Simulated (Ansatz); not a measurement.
Free-standing chains of the atoms of MgO, named by their start (strip: triangular double chain, ladder: square double chain); atoms and period are relaxed, and energies count from relaxed bulk MgO (Fm-3m, 9.62 Å³/atom, gap on the mesh 4.46 eV).

Method: DFT PBE, scalar-relativistic, plane waves, PAW in Ansatz.

Cutoff 420 eV; k points 1×1×31 on the computed 2-atom cell (Γ-centred); Gaussian smearing, width 0.05 eV; collinear spin from starting moments 0.5 0.5 μB.

Start (strip chain):

```xyz
2
Lattice="10.7000 0.0000 0.0000 0.0000 9.3000 0.0000 0.0000 0.0000 2.0290" Properties=species:S:1:pos:R:3 pbc="T T T"
Mg    4.4886    4.6500    0.0000
O     6.2114    4.6500    1.0145
```

**Question.** Give the relaxed structure and its energy.

**Answer.** The free energy falls by 2450 meV/atom. It ends far from its start (an atom moved by over half a bond, or the period changed much).

```
excess energy (eV per host atom)                      : 1.299
period (Å)                                            : 3.608
gap on the mesh (eV)                                  : 3.21
highest filled level or Fermi level under vacuum (eV) : 5.32
size of the moment (μB per cell)                      : 0.00
```

Relaxed structure:
```xyz
2
Lattice="10.7000 0.0000 0.0000 0.0000 9.3000 0.0000 0.0000 0.0000 3.6077" Properties=species:S:1:pos:R:3 pbc="T T T"
Mg    5.3500    4.6500    0.0000
O     5.3500    4.6500    1.8038
```

An odd mesh misses points on the zone edge, so a gap read on it can be too wide.

Each run keeps its start's symmetry and one magnetic start, so lower states can exist.

The run took 3.9 min on 2 threads of Intel(R) Xeon(R) Platinum 8259CL CPU @ 2.50GHz (Skylake/Cascade Lake), with other jobs on the host, peak memory 0.63 GiB.